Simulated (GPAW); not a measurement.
A run of GPAW 26.7.0:

Contents of run.py:

```python
from ase.dft.bandgap import bandgap
from ase.io import read, write
from ase.units import Bohr, GPa
from gpaw import GPAW, PW
from gpaw.elf import elf_from_dft_calculation

atoms = read('POSCAR')

calc = GPAW(mode=PW(600),
            xc='PBE',
            kpts={'size': (8, 8, 8), 'gamma': True},
            occupations={'name': 'methfessel-paxton', 'order': 0, 'width': 0.011},
            nbands=19,
            convergence={'density': 1e-05, 'energy': 1e-05},
            maxiter=150,
            txt='gpaw.txt')
atoms.calc = calc
energy = atoms.get_potential_energy()
forces = atoms.get_forces()
stress = atoms.get_stress()
calc.write('gs.gpw')
write('result.traj', atoms)
print(f'Energy: {energy:.6f} eV')
print('Forces (eV/A):')
print(forces.round(4))
print('Stress (GPa):', (stress / GPa).round(3))
print('Fermi level:', round(calc.get_fermi_level(), 4), 'eV')
print(f'Gap: {bandgap(calc)[0]:.4f} eV, direct: {bandgap(calc, direct=True)[0]:.4f} eV')

# fields on the real-space grid
write('density.cube', atoms, data=calc.get_pseudo_density() * Bohr**3)
write('potential.cube', atoms, data=calc.get_electrostatic_potential())
write('elf.cube', atoms, data=elf_from_dft_calculation(calc).data)
```

POSCAR

```
PbS
1.0
    0.0000000000      2.9657500000      2.9657500000
    2.9657500000      0.0000000000      2.9657500000
    2.9657500000      2.9657500000      0.0000000000
Pb S
1 1
Direct
    0.0000000000      0.0000000000      0.0000000000
    0.5000000000      0.5000000000      0.5000000000
```

Potentials or basis: GPAW PAW data sets (gpaw-data 1.2.1), pw.

The run is started by

```console
$ OMP_NUM_THREADS=1 python run.py
```

Hardware: 1 thread of Arm Neoverse V1, with other jobs on the host.

Q: Estimate the wall time of this run.

A: It took 19 s on 1 thread of Arm Neoverse V1, on a shared host, peak memory 0.16 GiB. Counts: scf iterations 9, plane waves 1807, bands 19, k points 29.
